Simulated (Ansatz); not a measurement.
Crystal: Fe2Ge.

```
CELL_PARAMETERS angstrom
4.13287 0.00000 0.00000
-2.06643 3.57917 0.00000
0.00000 0.00000 5.00875
ATOMIC_POSITIONS crystal
Ge 0.33333 0.66667 0.75000
Ge 0.66667 0.33333 0.25000
Fe 0.33333 0.66667 0.25000
Fe 0.66667 0.33333 0.75000
Fe 0.00000 0.00000 0.50000
Fe 0.00000 0.00000 0.00000
```

The cell is a database's computed one.

Base run:

- Program: Ansatz 0.2.0
- Functional: PBEsol
- Potentials or basis: all-electron LAPW, scalar-relativistic
- Cutoff: 312 eV
- Density cutoff: 1248 eV
- Basis error allowed: 0.002 eV/atom
- k mesh: 8 × 8 × 6
- Occupations: fermi-dirac, width 0.05 eV
- Spin: collinear spin, ferromagnetic start
- Starting moments: [0.0, 0.0, 3.0, 3.0, 3.0, 3.0] μB

Its results: pressure -9.0 GPa; net moment 7.62 μB per cell; site moments Ge -0.07; Fe +1.51, +2.42 μB.

Task: The run is repeated on the same cell with these changes: functional from PBEsol to LDA. What comes out?

Result: Pressure -16.3 GPa; net moment 7.12 μB per cell; site moments Ge -0.06; Fe +1.32, +2.32 μB.

LDA binds more tightly than PBEsol, so the same cell stands under less pressure.

Not every run made on this cell is shown here.
